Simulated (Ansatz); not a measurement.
# H interstitial in WS2

Method: DFT PBE, scalar-relativistic, plane waves, PAW in Ansatz. Run with 420 eV cutoff, 3×2×3 k-mesh, shifted by half a step, Gaussian smearing of 0.01 eV, collinear spin in charge 0 alone.

Host crystal, relaxed:

```
W S
1.0
     1.59387    0.92022    7.47445
    -1.59387    0.92022    7.47445
     0.00000   -1.84045    7.47445
W S
1 2
Direct
  0.00068 0.00068 0.00068
  0.40407 0.40407 0.40407
  0.26395 0.26395 0.26395
```

Supercell of 15 atoms, rows in host cell vectors: 1 -2 1; 0 -1 0; 3 -1 -2. Atoms relax at the host's cell, keeping the symmetry that the supercell leaves at the site. The cell is small, so energies carry finite-size errors of tenths of an eV. The host's Kohn–Sham gap is 1.64 eV.

Spin-orbit coupling is left out, which matters for the bands and energies of heavy elements.

Defect: H interstitial, charge +1.

Command:

```bash
ansatz run input.yaml --threads 4 --pin off --max-ram 10240MiB --backend cpu --events-out ev --progress --plain --runs-dir out
```

The input:

```yaml
crystal:
  lattice:
    - [4.781620989, -2.7606701652, 0.0]
    - [1.593873663, -0.9202233884, -7.4744493696]
    - [6.375494652, 5.5213403304, 0.0]
  atoms:
    - { symbol: W, position: [-0.0027548056, 0.9861999805, 1.0040935754] }
    - { symbol: W, position: [0.3972066963, 0.990697012, 0.2031158592] }
    - { symbol: W, position: [0.7998140947, 0.9922543015, 0.4045067707] }
    - { symbol: W, position: [0.2006975364, 0.998459431, 0.5993369669] }
    - { symbol: W, position: [0.5972614978, 0.9857819221, 0.8040908174] }
    - { symbol: S, position: [0.4004749707, 0.7774226842, 1.0056324057] }
    - { symbol: S, position: [0.7990602099, 0.7805762093, 0.2071549949] }
    - { symbol: S, position: [0.2011096823, 0.7821682726, 0.4056786871] }
    - { symbol: S, position: [0.5976628229, 0.7811918618, 0.6016505326] }
    - { symbol: S, position: [-0.0112412307, 0.761818316, 0.8165771635] }
    - { symbol: S, position: [0.261600093, 0.1983887562, 1.0015240352] }
    - { symbol: S, position: [0.6632624611, 0.199867854, 0.2019234821] }
    - { symbol: S, position: [0.0627386338, 0.2051269453, 0.4003100185] }
    - { symbol: S, position: [0.4649581473, 0.2031248984, 0.6039279795] }
    - { symbol: S, position: [0.8607796326, 0.1963494382, 0.8043417484] }
    - { symbol: H, position: [0.8821195574, 0.630072117, 0.929884963] }
  host:
    lattice:
      - [1.593873663, 0.9202233884, 7.4744493696]
      - [-1.593873663, 0.9202233884, 7.4744493696]
      - [0.0, -1.8404467768, 7.4744493696]
    atoms:
      - { symbol: W, position: [0.0006774491, 0.0006774491, 0.0006774491] }
      - { symbol: S, position: [0.4040742703, 0.4040742703, 0.4040742703] }
      - { symbol: S, position: [0.2639482806, 0.2639482806, 0.2639482806] }
total_charge: 1
basis:
  ecutwfc: 420
  xc_grid: 2
kpoints:
  mp_grid: { grid: [3, 2, 3], shift: [0.0, 0.5, 0.0] }
hamiltonian:
  xc: pbe
scf:
  occupations: { method: gaussian, width: 0.01 }
output:
  forces: true
  stress: false
  eigenvalues: true
  charged_corrections:
    defect_position: [0.83125, 0.5, 0.99375]
    epsilon: [[11.5894, 0.0, 0.0], [0.0, 11.5894, 0.0], [0.0, 0.0, 3.2073]]
  write_density: true
  write_potential: true
  elf: true
  volumetric_format: npy
relax:
  adjacent_minimum: "off"
  f_tol: 0.025
  max_steps: 45
```

From the output:

```
Warning: RAYON_NUM_THREADS=4 ignored (pool sized by the plan → 4); use --threads N
Crystal: 16 atoms, lattice volume = 328.888 Å³
Basis set: ecut = 420 eV, 6405 PW (Γ), exchange–correlation on 80×108×120 points (8 copies of the dense FFT grid, shifted against one another)
Bands: 81, of which v1, the nominal top of the filled ones, is band 65 counted from 1 (64 counted from 0)
Symmetry: 1 space group operations
Space group: P1 (ITA 1), of the structure as read, at distance tolerance 6.9e-5 Å
k-points: 9 of 18 (time reversal used)
relax step   1: F+E_penalty+E_count = -60980.05050065 eV  Δ(F+E_penalty+E_count) = +0.000e0 eV  max|allowed force component| = 9.760e-1 eV/Å  Δτ_max = 0.0000 Å
relax step   2: F+E_penalty+E_count = -60980.26228075 eV  Δ(F+E_penalty+E_count) = -2.118e-1 eV  max|allowed force component| = 9.577e-1 eV/Å  Δτ_max = 0.1941 Å
relax step   3: F+E_penalty+E_count = -60980.44018264 eV  Δ(F+E_penalty+E_count) = -1.779e-1 eV  max|allowed force component| = 6.855e-1 eV/Å  Δτ_max = 0.1999 Å
relax step   4: F+E_penalty+E_count = -60980.55073979 eV  Δ(F+E_penalty+E_count) = -1.106e-1 eV  max|allowed force component| = 4.909e-1 eV/Å  Δτ_max = 0.1965 Å
relax step   5: F+E_penalty+E_count = -60980.62788184 eV  Δ(F+E_penalty+E_count) = -7.714e-2 eV  max|allowed force component| = 2.897e-1 eV/Å  Δτ_max = 0.2000 Å
relax step   6: F+E_penalty+E_count = -60980.66752155 eV  Δ(F+E_penalty+E_count) = -3.964e-2 eV  max|allowed force component| = 9.423e-2 eV/Å  Δτ_max = 0.2000 Å
relax step   7: F+E_penalty+E_count = -60980.66937218 eV  Δ(F+E_penalty+E_count) = -1.851e-3 eV  max|allowed force component| = 1.691e-1 eV/Å  Δτ_max = 0.1487 Å
relax step   8: F+E_penalty+E_count = -60980.67262588 eV  Δ(F+E_penalty+E_count) = -3.254e-3 eV  max|allowed force component| = 2.026e-2 eV/Å  Δτ_max = 0.0450 Å
relax step   9: F+E_penalty+E_count = -60980.67262694 eV  Δ(F+E_penalty+E_count) = -1.054e-6 eV  max|allowed force component| = 2.024e-2 eV/Å  Δτ_max = 0.0000 Å
SCF converged after 5 iterations
Free energy (F): -60980.672627 eV
E sigma→0 (E₀):  -60980.672627 eV
Fermi energy:    8.813537 eV
```

The relaxation gained 0.62 eV in 9 steps. Time: 99 s on 4 threads of Intel(R) Xeon(R) Processor @ 2.70GHz (shared host), peak memory 0.92 GiB.